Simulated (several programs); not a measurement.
## Many methods on one cell: BaO (rocksalt)

Rocksalt BaO, relaxed with r2SCAN in Ansatz, was computed with several methods. It is cubic, Fm-3m (No. 225); a = 5.544 Å in the conventional setting, 21.30 Å³ an atom. Ba has 6 O at 2.77 Å; O has 6 Ba at 2.77 Å. Calculated for a static, non-magnetic cell.

```cif
data_structure
_symmetry_space_group_name_H-M 'P 1'
_symmetry_Int_Tables_number 1
_cell_length_a 3.9201
_cell_length_b 3.9201
_cell_length_c 3.9201
_cell_angle_alpha 60.000
_cell_angle_beta 60.000
_cell_angle_gamma 60.000
_cell_volume 42.60
loop_
_atom_site_label
_atom_site_type_symbol
_atom_site_fract_x
_atom_site_fract_y
_atom_site_fract_z
_atom_site_occupancy
Ba1 Ba 0.00000 0.00000 0.00000 1
O1 O 0.50000 0.50000 0.50000 1
```

Gaps and times are for a single point on this cell; volume and bulk modulus come from each method's own relaxation or energy curve at fixed shape. Times are rough, from shared hosts (Arm Neoverse V1; Arm Neoverse V2; NVIDIA H100 80GB HBM3), and each method has its own mesh and cell size. A dagger marks a closed or tiny gap in a crystal that DFT finds insulating: a failure of the method or a wrong SCF state. PM6 (MOPAC), PM7 (MOPAC), GFN2-xTB (tblite) treat a cluster of cells at its zone centre, which samples few k points: where these miss a band edge, the gap comes out too large for that reason alone. Gaps from k meshes are read at a limited set of points (mesh, symmetry points, PBE's band edges), so each method's own least gap may be somewhat smaller. xTB and the PM methods were fitted mostly to molecules, and can miss a solid's gap by electronvolts. Minimal bases can be far off for gaps. Times of the plane-wave ladder aren't listed, since it ran on unlike processors and cards. GLLB-SC's gap includes the derivative discontinuity. G0W0 is at finite bands, cutoff and mesh. d marks a direct gap, i an indirect one (no mark: not told apart), a dash a value that wasn't computed or didn't pass its checks.

```json
{"method": "light PBE (260 eV and a coarse mesh)", "kind": "light plane-wave", "gap (eV)": "2.08 d", "own volume (Å³/atom)": "–", "bulk modulus (GPa)": "–", "atoms computed": "2", "processor time": "0.51 s"}
{"method": "PBE", "kind": "semilocal", "gap (eV)": "2.05 d", "own volume (Å³/atom)": "21.64", "bulk modulus (GPa)": "69", "atoms computed": "2", "processor time": "–"}
{"method": "r2SCAN", "kind": "semilocal", "gap (eV)": "2.38 d", "own volume (Å³/atom)": "21.30", "bulk modulus (GPa)": "76", "atoms computed": "2", "processor time": "–"}
{"method": "GFN2-xTB (tblite)", "kind": "tight binding", "gap (eV)": "0.00†", "own volume (Å³/atom)": "–", "bulk modulus (GPa)": "–", "atoms computed": "cluster", "processor time": "5.2 s"}
{"method": "PM7 (MOPAC)", "kind": "semi-empirical", "gap (eV)": "2.62", "own volume (Å³/atom)": "–", "bulk modulus (GPa)": "–", "atoms computed": "cluster", "processor time": "5.3 s"}
{"method": "GLLB-SC (GPAW)", "kind": "model potential", "gap (eV)": "4.54", "own volume (Å³/atom)": "–", "bulk modulus (GPa)": "–", "atoms computed": "2", "processor time": "6 s"}
{"method": "PBE+SOC", "kind": "semilocal", "gap (eV)": "2.01 d", "own volume (Å³/atom)": "–", "bulk modulus (GPa)": "–", "atoms computed": "2", "processor time": "–"}
{"method": "PBE/SZV (CP2K)", "kind": "small basis", "gap (eV)": "overlap 0.20†", "own volume (Å³/atom)": "–", "bulk modulus (GPa)": "–", "atoms computed": "2", "processor time": "9.8 s"}
{"method": "PM6 (MOPAC)", "kind": "semi-empirical", "gap (eV)": "2.67", "own volume (Å³/atom)": "–", "bulk modulus (GPa)": "–", "atoms computed": "cluster", "processor time": "19 s"}
{"method": "PBE/DZVP (CP2K)", "kind": "small basis", "gap (eV)": "2.19 d", "own volume (Å³/atom)": "22.29", "bulk modulus (GPa)": "70", "atoms computed": "2", "processor time": "21 s"}
{"method": "PBE/single zeta (GPAW)", "kind": "small basis", "gap (eV)": "1.76 d", "own volume (Å³/atom)": "–", "bulk modulus (GPa)": "–", "atoms computed": "2", "processor time": "40 s"}
{"method": "G0W0@PBE (260 eV screening cutoff)", "kind": "many-body", "gap (eV)": "3.36", "own volume (Å³/atom)": "–", "bulk modulus (GPa)": "–", "atoms computed": "2", "processor time": "–"}
{"method": "G0W0@r2SCAN (180 eV screening cutoff)", "kind": "many-body", "gap (eV)": "3.40", "own volume (Å³/atom)": "–", "bulk modulus (GPa)": "–", "atoms computed": "2", "processor time": "–"}
{"method": "G0W0@HSE06 (180 eV screening cutoff)", "kind": "many-body", "gap (eV)": "3.86", "own volume (Å³/atom)": "–", "bulk modulus (GPa)": "–", "atoms computed": "2", "processor time": "–"}
{"method": "PBE0", "kind": "hybrid", "gap (eV)": "4.05 d", "own volume (Å³/atom)": "–", "bulk modulus (GPa)": "–", "atoms computed": "2", "processor time": "–"}
{"method": "HSE06", "kind": "hybrid", "gap (eV)": "3.32 d", "own volume (Å³/atom)": "–", "bulk modulus (GPa)": "–", "atoms computed": "2", "processor time": "–"}
{"method": "G0W0@PBE0 (180 eV screening cutoff)", "kind": "many-body", "gap (eV)": "4.09", "own volume (Å³/atom)": "–", "bulk modulus (GPa)": "–", "atoms computed": "2", "processor time": "–"}
```

Against HSE06 (3.32 eV) and with closed or daggered gaps left aside, the nearest gap at the points sampled is that of G0W0@PBE (260 eV screening cutoff) (+0.04 eV) and the farthest that of PBE/single zeta (GPAW) (-1.56 eV). HSE06 is only a yardstick of convenience, and nearness to it can be luck.

Volumes against r2SCAN's: PBE +1.6 %, PBE/DZVP (CP2K) +4.6 %.

Runs without a result: GFN1-xTB (tblite) (single point).

Only the rows marked +SOC include spin-orbit coupling.
